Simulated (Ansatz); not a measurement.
Consider InN in the wurtzite structure (space group P6_3mc, No. 186; a = 3.5369 Å, c = 5.7136 Å). Axes: x lies along a and z along c of the hexagonal cell.

Structures relaxed with PBEsol, PAW, 420 eV (Ansatz, an electronic-structure program; no spin-orbit coupling).

Base:

Simulated powder pattern, Co Kα, λ = 1.79026 Å (kinematic, ideal powder, no thermal factors, no anomalous dispersion; the 10 strongest lines at most, above 2 %, up to 2θ = 90°):

| 2θ (°) | I/Imax (%) | hkl |
|---|---|---|
| 33.98 | 35 | (100) |
| 36.52 | 32 | (002) |
| 38.73 | 100 | (101) |
| 50.74 | 19 | (102) |
| 60.82 | 26 | (110) |
| 67.21 | 27 | (103) |
| 71.53 | 3.9 | (200) |
| 73.07 | 25 | (112) |
| 74.47 | 16 | (201) |
| 83.08 | 4.5 | (202) |

Perturbation: strain tensor (xx, yy, zz, yz, xz, xy) = (+1.51, +0.55, +1.65, +1.40, −0.20, −0.21) %, atoms relaxed at fixed cell.

Question: How do the reflections move or split?

Answer: 
Simulated powder pattern, Co Kα, λ = 1.79026 Å (kinematic, ideal powder, no thermal factors, no anomalous dispersion; the 10 strongest lines at most, above 2 %, up to 2θ = 90°):

| 2θ (°) | d (Å) | I/Imax (%) | hkl |
|---|---|---|---|
| 33.49 | 3.107 | 35 | (1 -1 0) |
| 33.61 | 3.096 | 35 | (100) |
| 33.80 | 3.079 | 36 | (010) |
| 35.92 | 2.903 | 96 | (002) |
| 37.86 | 2.759 | 52 | (-1 1 1) |
| 37.97 | 2.752 | 51 | (011) |
| 38.08 | 2.744 | 51 | (101) |
| 38.43 | 2.720 | 100 | (1 -1 1) |
| 38.88 | 2.690 | 48 | (0 1 -1) |
| 59.82 | 1.795 | 26 | (2 -1 0) |

The indices refer to the base's conventional cell; one index is shown for lines that coincide. The space group is now P1 (No. 1).

No phonon test of stability was made. The final runs are not spin-polarised.
